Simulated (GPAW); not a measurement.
Write an ASE script for GPAW 26.7.0 that does the following.

```
Task                      : band structure
Functional                : PBEsol
Potentials or basis       : PAW data sets generated in the run's folder for this functional
Cutoff                    : 800 eV
Basis                     : pw
k mesh                    : 10 × 10 × 8
Occupations               : fermi-dirac, width 0.05 eV
Spin                      : spin-orbit coupling, no magnetisation
Maxiter                   : 150
Band path                 : GMKGALHA,LM,KH
Band points               : 60
spin axis theta (degrees) : 0
spin axis phi (degrees)   : 0
Soc after scf             : second variation
```

Crystal: HfB2.

```xyz
3
Lattice="3.1400 0.0000 0.0000 -1.5700 2.7193 0.0000 0.0000 0.0000 3.4800" Properties=species:S:1:pos:R:3 pbc="T T T"
Hf    0.0000    0.0000    0.0000
B     1.5700    0.9064    1.7400
B     0.0000    1.8129    1.7400
```

The input as run:

run.py

```python
import numpy as np
from ase import Atoms
from ase.dft.bandgap import bandgap
from ase.io import write
from ase.units import GPa
from gpaw import GPAW, PW, setup_paths
from gpaw.spinorbit import soc_eigenstates

setup_paths.insert(0, '.')

atoms = Atoms(['Hf', 'B', 'B'],
              cell=[[3.14, 0.0, 0.0],
                    [-1.57, 2.7193197679, 0.0],
                    [0.0, 0.0, 3.48]],
              scaled_positions=[[0.0, 0.0, 0.0],
                                [0.6666666667, 0.3333333333, 0.5],
                                [0.3333333333, 0.6666666667, 0.5]],
              pbc=True)

calc = GPAW(mode=PW(800),
            xc='PBEsol',
            kpts={'size': (10, 10, 8), 'gamma': True},
            occupations={'name': 'fermi-dirac', 'width': 0.05},
            nbands=20,
            convergence={'density': 1e-05, 'energy': 1e-05},
            maxiter=150,
            txt='gpaw.txt')
atoms.calc = calc
energy = atoms.get_potential_energy()
forces = atoms.get_forces()
stress = atoms.get_stress()
calc.write('gs.gpw')
write('result.traj', atoms)
print(f'Energy: {energy:.6f} eV')
print('Forces (eV/A):')
print(forces.round(4))
print('Stress (GPa):', (stress / GPa).round(3))
print('Fermi level:', round(calc.get_fermi_level(), 4), 'eV')
print(f'Gap: {bandgap(calc)[0]:.4f} eV, direct: {bandgap(calc, direct=True)[0]:.4f} eV')

path = atoms.cell.bandpath('GMKGALHA,LM,KH', npoints=60, eps=1e-4)
bs_calc = calc.fixed_density(kpts=path, symmetry='off', nbands=30,
                             convergence={'bands': 'CBM+6.0', 'eigenstates': 1e-6}, txt='bands.txt')
bs = bs_calc.band_structure()
bs.write('bs.json')
print(f'Gap on the path: {bandgap(bs_calc)[0]:.4f} eV')

soc = soc_eigenstates(bs_calc, theta=0, phi=0)
np.savetxt('soc_bands.dat', soc.eigenvalues(), fmt='%.4f')
mesh = soc_eigenstates('gs.gpw', theta=0, phi=0)
np.savetxt('soc_mesh.dat', mesh.eigenvalues(), fmt='%.4f')
print('Fermi level with spin-orbit coupling:', round(mesh.fermi_level, 4), 'eV')
```

Potentials or basis: PAW data sets generated in the run's folder for this functional, pw.

Launch:

```bash
$ gpaw-setup -f PBEsol B Hf
$ OMP_NUM_THREADS=1 python run.py
```

It gave:

```yaml
Pressure: -3.5 GPa
Band_gap_along_the_path: none (metal or under the smearing width)
```

Caveat: spin-orbit coupling was added after a scalar SCF, so levels and gaps hold it while energy, forces, pressure and moments don't; this program's spin-orbit splittings come out too wide for heavy elements.

Run time: 36 s on 1 thread of Intel(R) Xeon(R) 6975P-C (Granite Rapids), on a shared host, peak memory 0.36 GiB.
